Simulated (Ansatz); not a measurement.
# Vanadium, hcp under r²SCAN: from relaxation to bulk modulus, part 2 of 2

What does r²SCAN give for vanadium in the hcp structure? We relax it, solve it on a dense k-mesh, then scale the cell to 7 volumes from 88 to 112 % of the relaxed one and try a fit of the equation of state. The start is ferromagnetic. The k-meshes are 13×13×7 for the relaxation; 23×23×11 for the dense run; 23×23×11 for the volumes.

Ansatz 0.2.0; DFT, r2SCAN, plane waves (500 eV) with PAW, scalar-relativistic. The steps go on from the part before.

**4. At 88 % of the relaxed volume**

This is V in the hcp structure; at room conditions it is bcc.

Input file input.yaml:

```yaml
crystal:
  lattice:
    - [2.4904092473, 0.0, 0.0]
    - [-1.2452046236, 2.156757674, 0.0]
    - [0.0, 0.0, 4.467277431]
  atoms:
    - { symbol: V, position: [0.3333333333, 0.6666666667, 0.25], spin: 1.0 }
    - { symbol: V, position: [0.6666666667, 0.3333333333, 0.75], spin: 1.0 }
hamiltonian:
  xc: r2scan
  pseudopotentials:
    kind: paw
    azcp:
      V: "pseudopotentials/V.paw.azcp"
basis:
  ecutwfc: 500
  fft_grid_basis: typed
kpoints:
  mp_grid: { grid: [23, 23, 11], shift: [0, 0, 0] }
magnetization:
  spin_polarized: true
scf:
  occupations: { method: fermi_dirac, width: 0.05 }
output:
  stress: true
```

What it wrote, shortened:

```text
Warning: RAYON_NUM_THREADS=2 ignored (pool sized by the plan → 2); use --threads N
[...]
Pseudopotentials: kind: paw
Pseudopotential: V, paw, valence charge 13, recommended cutoff 500 eV (meta_gga), <dir>
Functional definition: r2SCAN
[...]
Crystal: 2 atoms, lattice volume = 23.995 Å³
Basis set: ecut = 500 eV, 635 PW (Γ), exchange–correlation on 80×80×144 points (64 copies of the dense FFT grid, shifted against one another)
Bands: 18, of which v1, the nominal top of the filled ones, is band 13 counted from 1 (12 counted from 0)
Symmetry: 24 space group operations
Space group: P63/mmc (ITA 194), of the structure as read, at distance tolerance 2.9e-5 Å
Magnetic group: BNS 194.263 (UNI 1493), of the structure as read, at distance tolerance 2.9e-5 Å
k-points: 336 of 5819
[...]
Starting moments: Σ|m| = 2 μB on 2 of 2 sites
[...]
WARN: the starting moments were not kept: the SCF closed with an absolute magnetisation of 5.4e-5 μB, where they sum to 2 μB in size (2 sites). That is at most 0.1 of that sum. Measured as dr2_m measures the in/out step, that magnetisation stands 1.1e-9 eV from none, at or under the [...]
this state was not tested for a lower state beside it, because the mixer in use, unlike msr1, does not test its closes by its own steps (another_mixer; see scf.mixing.algorithm and scf.lower_state_search)
SCF converged after 18 iterations
Magnetization: 0.0001 μB (13.0000 up, 13.0000 down)
Absolute magnetization: 0.0001 μB (∫|ρ↑−ρ↓|, with the PAW one-centre terms)
Spin contamination: 0.0000 ħ² per cell (⟨S²⟩ above its minimum at these occupations)
Per-site moments (μB) at R_I (Å): [(2.3487664639580393e-5, 1.0272938145156603), (2.3487664639618933e-5, 1.0272938145156603)]
Free energy (F): -5833.327808 eV
[...]
E sigma→0 (E₀):  -5833.316811 eV
Entropy (-TS):   -0.021995 eV (-10.997 meV/atom)
Fermi energy:    19.262120 eV
[...]
--- Stress (GPa, compression-positive) ---
       29.518014       0.000000       0.000000
        0.000000      29.518014       0.000000
        0.000000       0.000000      30.508934
  P = ⅓ Tr σ = 29.8483 GPa (298.483 kbar)
```

Wall time 38 s (2 threads of an Arm CPU, shared host); peak memory 0.6 GiB.

**5. At 92 % of the relaxed volume**

input.yaml: that of step 4 with these lines changed.

```diff
@@ -2,5 +2,5 @@
   lattice:
-    - [2.4904092473, 0.0, 0.0]
-    - [-1.2452046236, 2.156757674, 0.0]
-    - [0.0, 0.0, 4.467277431]
+    - [2.5275850154, 0.0, 0.0]
+    - [-1.2637925077, 2.1889528336, 0.0]
+    - [0.0, 0.0, 4.533963045]
   atoms:
```

What it wrote, shortened:

```text
Warning: RAYON_NUM_THREADS=2 ignored (pool sized by the plan → 2); use --threads N
[...]
[... 3 set-up lines as earlier in the session ...]
[...]
Crystal: 2 atoms, lattice volume = 25.085 Å³
Basis set: ecut = 500 eV, 659 PW (Γ), exchange–correlation on 80×80×144 points (64 copies of the dense FFT grid, shifted against one another)
Bands: 18, of which v1, the nominal top of the filled ones, is band 13 counted from 1 (12 counted from 0)
[... 2 set-up lines as earlier in the session ...]
Magnetic group: BNS 194.263 (UNI 1493), of the structure as read, at distance tolerance 2.9e-5 Å
k-points: 336 of 5819
[...]
Starting moments: Σ|m| = 2 μB on 2 of 2 sites
[...]
SCF iter   1: F=—  HF=-5833.603769 eV  |F-HF|=—  |Δ(HF+E_count)|=         —  Δρ=7.10e-2 (↑7.10e-2 ↓2.98e-2)  dr2=2.01e0  dr2_τ=1.62e-2  dr2_m=1.34e-1  M=1.586 μB ∫|m|=1.586 μB  β_m=1.00  ethr=3.10e-3  ⟨swp⟩=3.7  Hψ=45185  notcnv=0
[...]
WARN: the starting moments were not kept: the SCF closed with an absolute magnetisation of 3.1e-6 μB, where they sum to 2 μB in size (2 sites). That is at most 0.1 of that sum. Measured as dr2_m measures the in/out step, that magnetisation stands 3.0e-12 eV from none, at or under the [...]
this state was not tested for a lower state beside it, because the mixer in use, unlike msr1, does not test its closes by its own steps (another_mixer; see scf.mixing.algorithm and scf.lower_state_search)
SCF converged after 20 iterations
Magnetization: -0.0000 μB (13.0000 up, 13.0000 down)
Absolute magnetization: 0.0000 μB (∫|ρ↑−ρ↓|, with the PAW one-centre terms)
Spin contamination: 0.0000 ħ² per cell (⟨S²⟩ above its minimum at these occupations)
Per-site moments (μB) at R_I (Å): [(-1.0447459776691013e-6, 1.0426288188617212), (-1.0447459777290903e-6, 1.0426288188617212)]
Free energy (F): -5833.489202 eV
[...]
E sigma→0 (E₀):  -5833.477450 eV
Entropy (-TS):   -0.023503 eV (-11.751 meV/atom)
Fermi energy:    18.314389 eV
[...]
--- Stress (GPa, compression-positive) ---
       17.802785      -0.000000       0.000000
        0.000000      17.802785       0.000000
        0.000000       0.000000      18.249662
  P = ⅓ Tr σ = 17.9517 GPa (179.517 kbar)
```

Run time: 41 s. Hardware: 2 threads of an Arm CPU, shared host; peak memory 0.61 GiB.

**6. At 96 % of the relaxed volume**

input.yaml: that of step 5 with these lines changed.

```diff
@@ -2,5 +2,5 @@
   lattice:
-    - [2.5275850154, 0.0, 0.0]
-    - [-1.2637925077, 2.1889528336, 0.0]
-    - [0.0, 0.0, 4.533963045]
+    - [2.5636982518, 0.0, 0.0]
+    - [-1.2818491259, 2.2202278137, 0.0]
+    - [0.0, 0.0, 4.5987426977]
   atoms:
```

What it wrote, shortened:

```text
Warning: RAYON_NUM_THREADS=2 ignored (pool sized by the plan → 2); use --threads N
[...]
[... 3 set-up lines as earlier in the session ...]
[...]
Crystal: 2 atoms, lattice volume = 26.176 Å³
Basis set: ecut = 500 eV, 677 PW (Γ), exchange–correlation on 80×80×144 points (64 copies of the dense FFT grid, shifted against one another)
Bands: 18, of which v1, the nominal top of the filled ones, is band 13 counted from 1 (12 counted from 0)
[... 2 set-up lines as earlier in the session ...]
Magnetic group: BNS 194.263 (UNI 1493), of the structure as read, at distance tolerance 3.0e-5 Å
k-points: 336 of 5819
[...]
Starting moments: Σ|m| = 2 μB on 2 of 2 sites
[...]
WARN: the starting moments were not kept: the SCF closed with an absolute magnetisation of 1.2e-4 μB, where they sum to 2 μB in size (2 sites). That is at most 0.1 of that sum. Measured as dr2_m measures the in/out step, that magnetisation stands 5.3e-9 eV from none, at or under the [...]
this state was not tested for a lower state beside it, because the mixer in use, unlike msr1, does not test its closes by its own steps (another_mixer; see scf.mixing.algorithm and scf.lower_state_search)
SCF converged after 18 iterations
Magnetization: 0.0001 μB (13.0001 up, 12.9999 down)
Absolute magnetization: 0.0001 μB (∫|ρ↑−ρ↓|, with the PAW one-centre terms)
Spin contamination: 0.0000 ħ² per cell (⟨S²⟩ above its minimum at these occupations)
Per-site moments (μB) at R_I (Å): [(5.2199831899362344e-5, 1.0575255288683205), (5.21998318991158e-5, 1.0575255288683205)]
Free energy (F): -5833.576949 eV
[...]
E sigma→0 (E₀):  -5833.564401 eV
Entropy (-TS):   -0.025096 eV (-12.548 meV/atom)
Fermi energy:    17.441667 eV
[...]
--- Stress (GPa, compression-positive) ---
        8.080732      -0.000000      -0.000000
        0.000000       8.080732       0.000000
       -0.000000       0.000000       8.266094
  P = ⅓ Tr σ = 8.1425 GPa (81.425 kbar)
```

It took 44 s on 2 threads of an Arm CPU, shared host; peak memory 0.62 GiB.

**7. At 100 % of the relaxed volume**

input.yaml: that of step 6 with these lines changed.

```diff
@@ -2,5 +2,5 @@
   lattice:
-    - [2.5636982518, 0.0, 0.0]
-    - [-1.2818491259, 2.2202278137, 0.0]
-    - [0.0, 0.0, 4.5987426977]
+    - [2.5988217706, 0.0, 0.0]
+    - [-1.2994108853, 2.2506456732, 0.0]
+    - [0.0, 0.0, 4.6617470022]
   atoms:
```

What it wrote, shortened:

```text
Warning: RAYON_NUM_THREADS=2 ignored (pool sized by the plan → 2); use --threads N
[...]
[... 3 set-up lines as earlier in the session ...]
[...]
Crystal: 2 atoms, lattice volume = 27.267 Å³
Basis set: ecut = 500 eV, 701 PW (Γ), exchange–correlation on 80×80×144 points (64 copies of the dense FFT grid, shifted against one another)
Bands: 18, of which v1, the nominal top of the filled ones, is band 13 counted from 1 (12 counted from 0)
[... 2 set-up lines as earlier in the session ...]
Magnetic group: BNS 194.263 (UNI 1493), of the structure as read, at distance tolerance 3.0e-5 Å
k-points: 336 of 5819
[...]
Starting moments: Σ|m| = 2 μB on 2 of 2 sites
[...]
SCF iter   1: F=—  HF=-5834.247060 eV  |F-HF|=—  |Δ(HF+E_count)|=         —  Δρ=6.74e-2 (↑6.74e-2 ↓3.07e-2)  dr2=2.18e0  dr2_τ=1.30e-2  dr2_m=1.09e-1  M=1.666 μB ∫|m|=1.666 μB  β_m=1.00  ethr=3.10e-3  ⟨swp⟩=3.8  Hψ=44573  notcnv=0
[...]
WARN: the starting moments were not kept: the SCF closed with an absolute magnetisation of 2.6e-5 μB, where they sum to 2 μB in size (2 sites). That is at most 0.1 of that sum. Measured as dr2_m measures the in/out step, that magnetisation stands 2.4e-10 eV from none, at or under the [...]
this state was not tested for a lower state beside it, because the mixer in use, unlike msr1, does not test its closes by its own steps (another_mixer; see scf.mixing.algorithm and scf.lower_state_search)
SCF converged after 21 iterations
Magnetization: 0.0000 μB (13.0000 up, 13.0000 down)
Absolute magnetization: 0.0000 μB (∫|ρ↑−ρ↓|, with the PAW one-centre terms)
Spin contamination: 0.0000 ħ² per cell (⟨S²⟩ above its minimum at these occupations)
Per-site moments (μB) at R_I (Å): [(1.1289582391870108e-5, 1.0720139803611508), (1.1289582391768139e-5, 1.0720139803611508)]
Free energy (F): -5833.603948 eV
[...]
E sigma→0 (E₀):  -5833.590563 eV
Entropy (-TS):   -0.026769 eV (-13.384 meV/atom)
Fermi energy:    16.635245 eV
[...]
--- Stress (GPa, compression-positive) ---
        0.006754       0.000000      -0.000000
       -0.000000       0.006754       0.000000
       -0.000000       0.000000       0.132598
  P = ⅓ Tr σ = 0.0487 GPa (0.487 kbar)
```

It took 51 s on 2 threads of an Arm CPU, shared host; peak memory 0.63 GiB.

**8. At 104 % of the relaxed volume**

input.yaml: that of step 7 with these lines changed.

```diff
@@ -2,5 +2,5 @@
   lattice:
-    - [2.5988217706, 0.0, 0.0]
-    - [-1.2994108853, 2.2506456732, 0.0]
-    - [0.0, 0.0, 4.6617470022]
+    - [2.6330207157, 0.0, 0.0]
+    - [-1.3165103579, 2.2802628285, 0.0]
+    - [0.0, 0.0, 4.7230928135]
   atoms:
```

What it wrote, shortened:

```text
Warning: RAYON_NUM_THREADS=2 ignored (pool sized by the plan → 2); use --threads N
[...]
[... 3 set-up lines as earlier in the session ...]
[...]
Crystal: 2 atoms, lattice volume = 28.357 Å³
Basis set: ecut = 500 eV, 713 PW (Γ), exchange–correlation on 80×80×144 points (64 copies of the dense FFT grid, shifted against one another)
Bands: 18, of which v1, the nominal top of the filled ones, is band 13 counted from 1 (12 counted from 0)
[... 2 set-up lines as earlier in the session ...]
Magnetic group: BNS 194.263 (UNI 1493), of the structure as read, at distance tolerance 3.0e-5 Å
k-points: 336 of 5819
[...]
Starting moments: Σ|m| = 2 μB on 2 of 2 sites
[...]
SCF iter   1: F=—  HF=-5834.385958 eV  |F-HF|=—  |Δ(HF+E_count)|=         —  Δρ=6.54e-2 (↑6.54e-2 ↓3.11e-2)  dr2=2.25e0  dr2_τ=1.19e-2  dr2_m=9.73e-2  M=1.705 μB ∫|m|=1.705 μB  β_m=1.00  ethr=3.10e-3  ⟨swp⟩=3.8  Hψ=44315  notcnv=0
[...]
WARN: the starting moments were not kept: the SCF closed with an absolute magnetisation of 4.2e-5 μB, where they sum to 2 μB in size (2 sites). That is at most 0.1 of that sum. Measured as dr2_m measures the in/out step, that magnetisation stands 5.9e-10 eV from none, at or under the [...]
this state was not tested for a lower state beside it, because the mixer in use, unlike msr1, does not test its closes by its own steps (another_mixer; see scf.mixing.algorithm and scf.lower_state_search)
SCF converged after 31 iterations
Magnetization: -0.0000 μB (13.0000 up, 13.0000 down)
Absolute magnetization: 0.0000 μB (∫|ρ↑−ρ↓|, with the PAW one-centre terms)
Spin contamination: 0.0000 ħ² per cell (⟨S²⟩ above its minimum at these occupations)
Per-site moments (μB) at R_I (Å): [(-1.807897217531352e-5, 1.0861210452293735), (-1.8078972175354422e-5, 1.0861210452293735)]
Free energy (F): -5833.580827 eV
[...]
E sigma→0 (E₀):  -5833.566545 eV
Entropy (-TS):   -0.028563 eV (-14.281 meV/atom)
Fermi energy:    15.887829 eV
[...]
--- Stress (GPa, compression-positive) ---
       -6.694256      -0.000000       0.000000
       -0.000000      -6.694256       0.000000
        0.000000       0.000000      -6.492946
  P = ⅓ Tr σ = -6.6272 GPa (-66.272 kbar)
```

Wall time 72 s (2 threads of an Arm CPU, shared host); peak memory 0.64 GiB.

**9. At 108 % of the relaxed volume**

input.yaml: that of step 8 with these lines changed.

```diff
@@ -2,5 +2,5 @@
   lattice:
-    - [2.6330207157, 0.0, 0.0]
-    - [-1.3165103579, 2.2802628285, 0.0]
-    - [0.0, 0.0, 4.7230928135]
+    - [2.6663536304, 0.0, 0.0]
+    - [-1.3331768152, 2.3091299794, 0.0]
+    - [0.0, 0.0, 4.782885146]
   atoms:
```

What it wrote, shortened:

```text
Warning: RAYON_NUM_THREADS=2 ignored (pool sized by the plan → 2); use --threads N
[...]
[... 3 set-up lines as earlier in the session ...]
[...]
Crystal: 2 atoms, lattice volume = 29.448 Å³
Basis set: ecut = 500 eV, 725 PW (Γ), exchange–correlation on 80×80×144 points (64 copies of the dense FFT grid, shifted against one another)
Bands: 18, of which v1, the nominal top of the filled ones, is band 13 counted from 1 (12 counted from 0)
[... 1 set-up line as earlier in the session ...]
Space group: P63/mmc (ITA 194), of the structure as read, at distance tolerance 3.1e-5 Å
Magnetic group: BNS 194.263 (UNI 1493), of the structure as read, at distance tolerance 3.1e-5 Å
k-points: 336 of 5819
[...]
Starting moments: Σ|m| = 2 μB on 2 of 2 sites
[...]
this state was not tested for a lower state beside it, because the mixer in use, unlike msr1, does not test its closes by its own steps (another_mixer; see scf.mixing.algorithm and scf.lower_state_search)
SCF converged after 18 iterations
Magnetization: 1.2162 μB (13.6081 up, 12.3919 down)
Absolute magnetization: 1.2172 μB (∫|ρ↑−ρ↓|, with the PAW one-centre terms)
Spin contamination: 0.0106 ħ² per cell (⟨S²⟩ above its minimum at these occupations)
Per-site moments (μB) at R_I (Å): [(0.513938489913764, 1.0998708725401753), (0.5139384899137641, 1.0998708725401753)]
Free energy (F): -5833.521878 eV
[...]
E sigma→0 (E₀):  -5833.507727 eV
Entropy (-TS):   -0.028302 eV (-14.151 meV/atom)
Fermi energy:    15.220891 eV
[...]
--- Stress (GPa, compression-positive) ---
      -10.159556       0.000000       0.000000
       -0.000000     -10.159556       0.000000
        0.000000       0.000000     -10.949865
  P = ⅓ Tr σ = -10.4230 GPa (-104.230 kbar)
```

Run time: 47 s. Hardware: 2 threads of an Arm CPU, shared host; peak memory 0.64 GiB.

**10. At 112 % of the relaxed volume**

input.yaml: that of step 9 with these lines changed.

```diff
@@ -2,5 +2,5 @@
   lattice:
-    - [2.6663536304, 0.0, 0.0]
-    - [-1.3331768152, 2.3091299794, 0.0]
-    - [0.0, 0.0, 4.782885146]
+    - [2.6988733431, 0.0, 0.0]
+    - [-1.3494366715, 2.3372928767, 0.0]
+    - [0.0, 0.0, 4.8412187627]
   atoms:
```

What it wrote, shortened:

```text
Warning: RAYON_NUM_THREADS=2 ignored (pool sized by the plan → 2); use --threads N
[...]
[... 3 set-up lines as earlier in the session ...]
[...]
Crystal: 2 atoms, lattice volume = 30.539 Å³
Basis set: ecut = 500 eV, 761 PW (Γ), exchange–correlation on 80×80×144 points (64 copies of the dense FFT grid, shifted against one another)
Bands: 18, of which v1, the nominal top of the filled ones, is band 13 counted from 1 (12 counted from 0)
[... 2 set-up lines as earlier in the session ...]
Magnetic group: BNS 194.263 (UNI 1493), of the structure as read, at distance tolerance 3.1e-5 Å
k-points: 336 of 5819
[...]
Starting moments: Σ|m| = 2 μB on 2 of 2 sites
[...]
this state was not tested for a lower state beside it, because the mixer in use, unlike msr1, does not test its closes by its own steps (another_mixer; see scf.mixing.algorithm and scf.lower_state_search)
SCF converged after 14 iterations
Magnetization: 1.6054 μB (13.8027 up, 12.1973 down)
Absolute magnetization: 1.6078 μB (∫|ρ↑−ρ↓|, with the PAW one-centre terms)
Spin contamination: 0.0156 ħ² per cell (⟨S²⟩ above its minimum at these occupations)
Per-site moments (μB) at R_I (Å): [(0.6857949620978544, 1.1132852540236926), (0.6857949620978544, 1.1132852540236926)]
Free energy (F): -5833.438530 eV
[...]
E sigma→0 (E₀):  -5833.425660 eV
Entropy (-TS):   -0.025739 eV (-12.870 meV/atom)
Fermi energy:    14.613476 eV
[...]
--- Stress (GPa, compression-positive) ---
      -13.383969      -0.000000      -0.000000
       -0.000000     -13.383969      -0.000000
        0.000000      -0.000000     -15.152768
  P = ⅓ Tr σ = -13.9736 GPa (-139.736 kbar)
```

Run time: 39 s. Hardware: 2 threads of an Arm CPU, shared host; peak memory 0.65 GiB.

**11. Energy and pressure against volume**

The cell was scaled evenly, with its shape and the fractional positions fixed.

| V (Å³/atom) | E − lowest (meV/atom) | P from the stress (GPa) | largest moment (μB) |
| --- | --- | --- | --- |
| 11.997 | 136.9 | 29.85 | 0.00 |
| 12.543 | 56.6 | 17.95 | 0.00 |
| 13.088 | 13.1 | 8.14 | 0.00 |
| 13.633 | 0.0 | 0.05 | 0.00 |
| 14.179 | 12.0 | -6.63 | 0.00 |
| 14.724 | 41.4 | -10.42 | 0.51 |
| 15.269 | 82.5 | -13.97 | 0.69 |

No single fit is made: the magnetic state changes along the curve.

**12. What came out**

The summary covers parts 1 to 2.

| quantity | value |
| --- | --- |
| space group (spins left aside) | P6_3/mmc (No. 194) |
| conventional cell | a = 2.599 Å, c = 4.662 Å (c/a = 1.794) |
| volume | 13.633 Å³/atom |
| shortest distance | 2.599 Å |
| gap on the mesh | none (levels filled in part) |
| magnetic state | non-magnetic |
| relative to bcc | +271 meV/atom |

From the guessed start the volume shrank by 1.4 % in 7 steps. It lies 271 meV/atom above the element's reference form at the same level (bcc, from a run of its own), so it is far from stable. The moments die out: the run ends non-magnetic. Levels at the Fermi energy are filled in part, as in a metal. The symmetry was held, so the structure may be unstable against distortions that break it.
